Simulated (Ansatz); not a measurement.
# ZnSe: the cost of one run

Method: DFT LDA, scalar-relativistic, in Ansatz 0.2.0.

2 further runs of the same task are left out: 2 set aside as unsound or not needed.

## (1) The structure to begin with

The structure is cubic, space group F-43m (No. 216). The conventional cell has a = 5.668 Å, b = 5.668 Å, c = 5.668 Å, α = 90.00°, β = 90.00°, γ = 90.00°. Around Zn (site symmetry -43m) lie 4 Se at 2.45 Å. Around Se (site symmetry -43m) lie 4 Zn at 2.45 Å.

Structure file:

```cif
data_structure
_symmetry_space_group_name_H-M 'P 1'
_symmetry_Int_Tables_number 1
_cell_length_a 4.0076
_cell_length_b 4.0076
_cell_length_c 4.0076
_cell_angle_alpha 60.000
_cell_angle_beta 60.000
_cell_angle_gamma 60.000
_cell_volume 45.51
loop_
_atom_site_label
_atom_site_type_symbol
_atom_site_fract_x
_atom_site_fract_y
_atom_site_fract_z
_atom_site_occupancy
Zn1 Zn 0.00000 0.00000 0.00000 1
Se1 Se 0.75000 0.75000 0.75000 1
```

Atoms are numbered in the order of the input: Zn1, Se2.

## (2) After the deformation

Space group F-43m before, I-4m2 after.

## (3) LAPW, all electrons

File input.yaml:

```yaml
crystal:
  lattice:
    - [0.0, 2.8338, 2.748786]
    - [2.8338, 0.0, 2.748786]
    - [2.8338, 2.8338, 0.0]
  atoms:
    - { symbol: Zn, position: [0.0, 0.0, 0.0] }
    - { symbol: Se, position: [0.75, 0.75, 0.75] }
kpoints:
  mp_grid: { grid: [8, 8, 8] }
  band_path:
    path:
      - [0.0, 0.0, 0.0]
      - [0.0, 0.5, 0.5]
      - [0.25, 0.75, 0.5]
      - [0.0, 0.5, 0.0]
      - [0.0, 0.0, 0.0]
      - [0.5, 0.5, 0.0]
      - [0.3828515251, 0.6171484749, 0.0]
      - [-0.3828515251, 0.3828515251, 0.0]
      - [0.0, 0.0, 0.0]
    npoints: 5
scf:
  occupations: { method: fermi_dirac, width: 0.03 }
hamiltonian:
  xc: lda
  pseudopotentials: { kind: all_electron, lapw: { basis_error: 0.001 } }
output:
  forces: true
  stress: true
  eigenvalues: true
```

The run is started by

```
$ ansatz run input.yaml --threads 1 --pin off --max-ram 3072MiB --backend cpu --events-out ev --progress --plain --runs-dir out
```

Q: Estimate wall time and peak memory on 1 thread of Intel Xeon 6975P-C (Granite Rapids), shared host.

About 16 s, with a peak of 0.4 GiB.
